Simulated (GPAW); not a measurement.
The system is Ge.

```
CELL_PARAMETERS angstrom
3.99759 0.00000 0.00000
-1.99879 3.46201 0.00000
0.00000 0.00000 6.59938
ATOMIC_POSITIONS crystal
Ge 0.33333 0.66667 0.93710
Ge 0.66667 0.33333 0.43710
Ge 0.33333 0.66667 0.56290
Ge 0.66667 0.33333 0.06290
```

This isn't the form of Ge at room conditions, which is diamond.

| Property | Result |
| --- | --- |
| Program | GPAW 26.7.0 |
| Task | relaxation of cell and atoms |
| Functional | LDA |
| Potentials or basis | the program's PAW data sets (release 1.2.1) made for this functional |
| Cutoff | 600 eV |
| Basis | pw |
| k mesh | 6 × 6 × 3 |
| Occupations | fermi-dirac, width 0.05 eV |
| Spin | no spin polarisation |

At the start: pressure -1.5 GPa; volume 22.83 Å³/atom.

**Question.** Where does the relaxation end?

**Answer.** Over 5 steps the energy falls by 2.3 meV/atom and the volume is 22.31 Å³/atom (-2.3 %); space group P6_3/mmc (No. 194, to 0.05 Å).

The path:
| step | energy change (eV) | largest force (eV/Å) | pressure (GPa) | volume (Å³) |
| --- | --- | --- | --- | --- |
| 1 | 0.0000 | 0.0157 | -1.49 | 91.33 |
| 2 | -0.0018 | 0.0094 | -1.34 | 91.13 |
| 3 | -0.0089 | 0.0404 | -0.04 | 89.31 |
| 4 | -0.0090 | 0.0280 | -0.01 | 89.27 |
| 5 | -0.0090 | 0.0013 | 0.01 | 89.23 |

Final structure:
```
Ge
1.0
     3.96997    0.00000    0.00000
    -1.98499    3.43810    0.00000
     0.00000    0.00000    6.53752
Ge
4
Direct
  0.33333 0.66667 0.93713
  0.66667 0.33333 0.43713
  0.33333 0.66667 0.56287
  0.66667 0.33333 0.06287
```

Caveat: later steps reuse the first step's grids.
